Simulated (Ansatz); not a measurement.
# Cu in Ansatz: reference runs

How does Cu come out in PBE? The cell is run as given.

Everything below comes from runs of Ansatz 0.2.0. Logs are shortened: lines on timing, memory, paths and dates and some standing lists are left out, and cuts for length are marked.

### Step 1. The cell of the first run

The cell holds a slab with vacuum, 5 atoms: a = 2.531 Å, b = 2.531 Å, c = 23.262 Å, α = 90.00°, β = 90.00°, γ = 120.00°.

### Step 2. Single point, PBE (the (0 0 1) slab of Cu, cut from the database cell, not relaxed)

input.yaml reads:

```yaml
crystal:
  lattice:
    - [2.5307640267, 0.0, 0.0]
    - [-1.2653820133, 2.1917059381, 0.0]
    - [0.0, 0.0, 23.26181508]
  atoms:
    - { symbol: Cu, position: [0.0, 0.0, 0.3224168008] }
    - { symbol: Cu, position: [0.33333333, 0.66666666, 0.4112084004] }
    - { symbol: Cu, position: [0.0, 0.0, 0.5] }
    - { symbol: Cu, position: [0.66666667, 0.33333334, 0.5887915996] }
    - { symbol: Cu, position: [0.0, 0.0, 0.6775831992] }
hamiltonian:
  xc: pbe
  pseudopotentials: { kind: paw }
kpoints:
  mp_grid: { grid: [12, 12, 1] }
scf:
  occupations: { method: fermi_dirac, width: 0.05 }
output:
  forces: true
  eigenvalues: true
  write_density: true
  write_potential: true
  elf: true
  volumetric_format: npy
efield:
  axis: 3
  dipole_correction: true
  ramp_width: 0.04
```

Potentials or basis: Ansatz PAW.

Command:

```
$ ansatz run input.yaml --threads 4 --pin off --max-ram 11264MiB --backend cpu --events-out ev --progress --plain --runs-dir out
```

Log:

```text
Warning: RAYON_NUM_THREADS=4 ignored (pool sized by the plan → 4); use --threads N
Engine: ansatz 0.2.0, aarch64-unknown-linux-gnu
Pseudopotentials: kind: paw
Pseudopotential: Cu, paw, valence charge 19, recommended cutoff 420 eV (normal), Cu.paw.azcp
Functional definition: PBE
  parameter kappa = 0.804
  parameter beta = 0.06672455060314922
  exchange = pbe_x(kappa = kappa, mu = beta*pi^2/3)
  correlation = pbe_c(beta = beta)
Crystal: 5 atoms, lattice volume = 129.026 Å³
Basis set: ecut = 420 eV, 2543 PW (Γ), exchange–correlation on 36×36×320 points (8 copies of the dense FFT grid, shifted against one another)
Bands: 57, of which v1, the nominal top of the filled ones, is band 48 counted from 1 (47 counted from 0)
Symmetry: 6 space group operations
k-points: 19 of 144 (time reversal used)
Non-local potential: Cu, projectors of the file, l = 0: 3, l = 1: 2, l = 2: 3, l = 3: 1
PAW form: soft (Blöchl's): semilocal exchange-correlation on the pseudo side does not see the compensation charge
PAW one-centre angular grid: Cu, 590 points (default); XC on 64 Gauss nodes
Initial density: superposition of atomic densities (neutral atoms: chi_scale 0, normalization atom), corrected by the library's trained network
Initial wavefunctions: pseudopotential atomic-orbital guess
Functional: x = pbe(κ = 0.804, μ = 0.2195149727645171), c = pbe(β = 0.06672455060314922)
SCF iter   1: F=—  HF=-33124.876132 eV  |F-HF|=—  |Δ(HF+E_count)|=         —  Δρ=2.25e-3  dr2=1.23e-2  ethr=1.77e-3  p=0.000 e·Å  D=1.99e-13 V/Å  ΔV_dip=-0.00 eV  dr2_dipole=4.86e-7  V_vac-E_F(+/−)=4.75/4.75 eV  ⟨swp⟩=8.2  Hψ=4524  notcnv=0  defer=11
efield: sawtooth ramp at fractional position 0.9800 (placed from the atoms, in the widest stretch of the axis that holds none; the zero of the levels goes with the place), width 0.0400; the density the first Hamiltonian is built on has a dipole p = 0.000 e·Å; the dipole correction subtracts the counter field D = 1.99e-13 V/Å, which shifts the + side's vacuum level by -0.00 eV against the − side's; the planar-averaged density in the ramp window peaks in size at 7.3e-5 e/Å³
preconditioner: auto → LDOS  [metal: Δε(μ)=0.081 eV  Ē_g=8.672 eV  σ=0.050 eV  W_gap=0.37  n_scr=18 (ndim 8)  ℏωp=24.2 eV  f_vac=0.519  D(μ)=2.17/eV (n_scr^D=12)  β→1.0]
SCF iter   2: F=—  HF=-33124.882965 eV  |F-HF|=—  |Δ(HF+E_count)|=   6.83e-3  Δρ=4.72e-3  dr2=2.26e-2  ethr=1.29e-5  p=0.000 e·Å  D=3.29e-6 V/Å  ΔV_dip=-0.00 eV  dr2_dipole=8.60e-7  V_vac-E_F(+/−)=4.77/4.77 eV  ⟨swp⟩=3.1  Hψ=2565  notcnv=0  defer=46
SCF iter   3: F=—  HF=-33124.879855 eV  |F-HF|=—  |Δ(HF+E_count)|=   3.11e-3  Δρ=2.60e-3  dr2=5.03e-3  ethr=1.29e-5  p=-0.000 e·Å  D=-3.29e-6 V/Å  ΔV_dip=0.00 eV  dr2_dipole=5.73e-8  V_vac-E_F(+/−)=4.75/4.75 eV  ⟨swp⟩=2.1  Hψ=1947  notcnv=0  defer=46
SCF iter   4: F=—  HF=-33124.878942 eV  |F-HF|=—  |Δ(HF+E_count)|=   9.13e-4  Δρ=5.03e-4  dr2=3.39e-4  ethr=5.30e-6  p=-0.000 e·Å  D=-1.28e-6 V/Å  ΔV_dip=0.00 eV  dr2_dipole=1.77e-8  V_vac-E_F(+/−)=4.75/4.75 eV  ⟨swp⟩=2.1  Hψ=1600  notcnv=0  defer=46
SCF iter   5: F=—  HF=-33124.878865 eV  |F-HF|=—  |Δ(HF+E_count)|=   7.69e-5  Δρ=1.70e-4  dr2=4.46e-5  ethr=3.57e-7  p=-0.000 e·Å  D=-8.85e-7 V/Å  ΔV_dip=0.00 eV  dr2_dipole=7.87e-9  V_vac-E_F(+/−)=4.76/4.76 eV  ⟨swp⟩=2.9  Hψ=1925  notcnv=0  defer=46
SCF iter   6: F=—  HF=-33124.878864 eV  |F-HF|=—  |Δ(HF+E_count)|=   1.22e-6  Δρ=6.12e-5  dr2=1.00e-5  ethr=4.69e-8  p=-0.000 e·Å  D=-2.35e-7 V/Å  ΔV_dip=0.00 eV  dr2_dipole=3.19e-9  V_vac-E_F(+/−)=4.76/4.76 eV  ⟨swp⟩=2.4  Hψ=1572  notcnv=0  defer=46
SCF iter   7: F=—  HF=-33124.878866 eV  |F-HF|=—  |Δ(HF+E_count)|=   2.19e-6  Δρ=5.91e-5  dr2=4.45e-6  ethr=1.05e-8  p=-0.000 e·Å  D=-9.02e-9 V/Å  ΔV_dip=0.00 eV  dr2_dipole=4.97e-10  V_vac-E_F(+/−)=4.76/4.76 eV  ⟨swp⟩=2.1  Hψ=1483  notcnv=0  defer=46
SCF iter   8: F=—  HF=-33124.878866 eV  |F-HF|=—  |Δ(HF+E_count)|=   2.85e-7  Δρ=3.60e-5  dr2=1.96e-6  ethr=4.68e-9  p=0.000 e·Å  D=7.91e-8 V/Å  ΔV_dip=-0.00 eV  dr2_dipole=1.55e-10  V_vac-E_F(+/−)=4.77/4.77 eV  ⟨swp⟩=2.0  Hψ=1526  notcnv=0  defer=46
SCF iter   9: F=-33124.878866 eV  HF=-33124.878866 eV  |F-HF|=1.01e-7  |Δ(HF+E_count)|=   1.05e-7  Δρ=5.62e-6  dr2=5.38e-8  ethr=1.05e-10  p=0.000 e·Å  D=8.88e-8 V/Å  ΔV_dip=-0.00 eV  dr2_dipole=6.79e-12  V_vac-E_F(+/−)=4.77/4.77 eV  ⟨swp⟩=16.8  Hψ=9669  notcnv=0
SCF 1 converged in 9 iterations: F = -33124.878866 eV  dr2 = 5.38e-8
WARN: The output density's exchange-correlation potential varies sharply where the density is thin. Do not read a vacuum level from v_tot or v_xc, or from such a field of the output density. On a cell that repeats whose density bears no net charge and no dipole along the vacuum's axis use v_es (v_loc + v_h of the components); under efield.dipole_correction with no amplitude use v_es + v_field, which holds any external_charges[].barrier, or the levels of the report's work_function block, which leave it out; under a non-zero efield.amplitude the vacuum is tilted and has no level; on a cell that repeats and bears such a dipole with no correction it is tilted too, and efield.dipole_correction with no amplitude gives each side of its ramp a level where efield: is served; in a cell that repeats whose density bears a net charge (total_charge, or a fill off its count) it is curved and has none; of a slab under crystal.periodic whose density bears no net charge use v_es, which has a level on each side, short of where the two are joined; of another it falls or rises all the way out and has none; of a slab beside external_charges read slab_vacuum_level instead, which it has where they leave it neutral. The grid or the basis barely resolves most such structure, and the values can differ between equally converged runs; as a rule a tighter scf.convergence.dr2_threshold does not remove it. Where the density itself ripples (under the LDA too) a higher basis.ecutwfc lessens it. The files hold the spikes' plane waves up to the density's cutoff. Files: v_tot_of_output_density and the like, and their columns of v_z.tsv (output.write_potential); v_xc_of_output_density and the like, and their columns of v_comp_z.tsv (output.write_potential_components). Measured: with its Gaussian average of σ = 0.25 Å subtracted twice, the exchange-correlation potential is over 0.1 eV at 42 of the grid points where the equally averaged density (valence and model cores) is under 1e-3 e/Å³, and 0.231 eV at the most among them, at an averaged density of 3.5e-8 e/Å³. The input density's (outcome.potential() and, of a run that writes arrays, v_tot and v_xc) is over 0.1 eV, so measured, at 936 points of its own thin density, 0.219 eV at the most. See output.write_potential in the manual, Limitations
SCF converged after 9 iterations
Free energy (F): -33124.878866 eV
Harris-Foulkes:  -33124.878866 eV  (|F-HF|=1.01e-7)
Internal energy: -33124.860778 eV  (E = F + TS)
E sigma→0 (E₀):  -33124.869822 eV
Entropy (-TS):   -0.018089 eV (-3.618 meV/atom)
Fermi energy:    5.113935 eV
Dipole field:    D = -0.000004 V/Å  (p = -0.000003 e·Å, saw-weighted, corrected)
Work function:   Φ+ = 4.7685 eV   Φ− = 4.7683 eV
Levels:          The Fermi level and band energies are counted from a zero that moves with the ramp; work functions are not
--- Per-component energies (eV) ---
  E_band       = -2894.439891
  E_kinetic    = 1500.212783
  E_local      = -200950.858748  (includes V_loc(G=0)·N_el)
  E_nonlocal   = 1951.613717
  E_hartree    = 98722.037310
  E_xc         = -446.760382
  E_vxc        = -576.400593  (∫ρ·V_xc dr)
  E_paw        = -8316.560551  (= ΣΔE_a)
  E_vpaw       = -2263.184892  (= ΣTr[D̂ρ^β])
  E_aug_tail   = 0.001378  (compensation charges beyond the density's cutoff)
  E_efield     = 0.000000  (sawtooth field / dipole correction)
  E_vefield    = 0.000000  (∫n·V_field dr)
  E_ewald      = 74415.453716
  E_smearing   = -0.018089  (= −TS)
  E_closure    = -0.000000  (closes the sum)
  Σ components = -33124.878866   (vs F -33124.878866, Δ=0.00e0)
--- Forces (eV/Å), atoms counted from 1 ---
  atom   1  Cu    -0.00000000     0.00000000    -0.17058478
  atom   2  Cu    -0.00000000     0.00000000     0.00736194
  atom   3  Cu     0.00000000     0.00000000     0.00000033
  atom   4  Cu     0.00000000     0.00000000    -0.00736203
  atom   5  Cu     0.00000000    -0.00000000     0.17058534
  max |Σ_I F_I| component: 8.03e-7 eV/Å
--- Band table (eV; the first three rows and the last of 19) ---
  k-point 0: bands = ["-107.4710", "-107.4700", "-107.4352", "-107.2241", "-107.2241", "-64.8803", "-64.8390", "-64.7985", "-64.7985", "-64.7978", "-64.7978", "-64.7950", "-64.7415", "-64.7415", "-64.5756", "-64.5756", "-64.5756", "-64.5756", "-64.5450", "-64.5449", "-4.1524", "-3.2719", "-1.9117", "-0.6378", "-0.1246", "1.9582", "1.9754", "2.0887", "2.0887", "2.1375", "2.1816", "2.1816", "2.1826", "2.1826", "2.3985", "2.3985", "2.4404", "2.4404", "2.5033", "2.8880", "2.8880", "3.0110", "3.0110", "3.3240", "3.3240", "3.4599", "3.4599", "3.5235", "3.5235", "4.0751", "4.7469", "9.2898", "9.7200", "10.3210", "11.7162", "12.0272", "14.4607"]
  k-point 1: bands = ["-107.4702", "-107.4693", "-107.4345", "-107.2234", "-107.2234", "-64.8784", "-64.8385", "-64.8059", "-64.8046", "-64.8001", "-64.7993", "-64.7934", "-64.7473", "-64.7430", "-64.5817", "-64.5817", "-64.5771", "-64.5771", "-64.5444", "-64.5443", "-3.9249", "-3.0513", "-1.7037", "-0.4493", "0.0280", "1.8850", "1.9008", "1.9828", "2.0806", "2.1305", "2.1666", "2.1909", "2.2402", "2.2637", "2.3355", "2.3671", "2.4627", "2.4745", "2.5171", "2.8153", "2.8505", "3.0088", "3.0158", "3.2046", "3.2319", "3.3138", "3.4614", "3.5325", "3.5575", "4.5551", "5.3475", "9.4725", "9.9344", "10.4997", "11.9134", "12.2267", "14.6723"]
  k-point 2: bands = ["-107.4681", "-107.4674", "-107.4327", "-107.2214", "-107.2214", "-64.8734", "-64.8377", "-64.8231", "-64.8213", "-64.8046", "-64.8036", "-64.7941", "-64.7627", "-64.7470", "-64.5983", "-64.5983", "-64.5813", "-64.5813", "-64.5427", "-64.5427", "-3.2602", "-2.4138", "-1.1210", "0.0549", "0.4234", "1.6099", "1.7338", "1.7925", "1.9301", "1.9552", "2.1438", "2.2679", "2.3269", "2.3510", "2.3935", "2.4104", "2.4866", "2.5876", "2.6159", "2.7270", "2.8141", "2.8528", "3.0145", "3.0280", "3.2898", "3.3019", "3.4629", "3.5527", "3.9998", "5.3871", "6.5356", "10.0110", "10.5777", "11.0556", "12.5182", "12.8261", "15.3035"]
  k-point 18: bands = ["-107.4581", "-107.4581", "-107.4243", "-107.2123", "-107.2123", "-64.8748", "-64.8641", "-64.8641", "-64.8635", "-64.8343", "-64.8343", "-64.8124", "-64.7957", "-64.7957", "-64.6399", "-64.6399", "-64.6388", "-64.6388", "-64.5349", "-64.5349", "1.0444", "1.0510", "1.0510", "1.1519", "1.1520", "1.2953", "1.2953", "1.4184", "1.4404", "1.8504", "1.9550", "1.9550", "2.3031", "2.3031", "2.3618", "2.3618", "2.6865", "2.6865", "3.1453", "3.1453", "3.3466", "3.3945", "3.4632", "3.4867", "3.4867", "8.6637", "8.6637", "8.7756", "9.0697", "9.5986", "9.5986", "10.3101", "10.3101", "12.2187", "12.6498", "12.6498", "12.8145"]
```

Wall time 6.5 s (4 threads of Arm Neoverse V1, shared host); peak memory 0.49 GiB.

What came out:

| Item | Value |
| --- | --- |
| Free energy | -33124.8789 eV |
| Largest force | 0.171 eV/Å |
| Band gap on the k mesh | none (metal or under the smearing width) |
| Work function of the upper face | 4.77 eV |
| Work function of the lower face | 4.77 eV |
| Dipole across the slab | 0.000 e·Å |

Forces on the atoms (eV/Å):
```
Cu   0.000  0.000 -0.171
Cu   0.000  0.000  0.007
Cu   0.000  0.000  0.000
Cu   0.000  0.000 -0.007
Cu   0.000  0.000  0.171
```
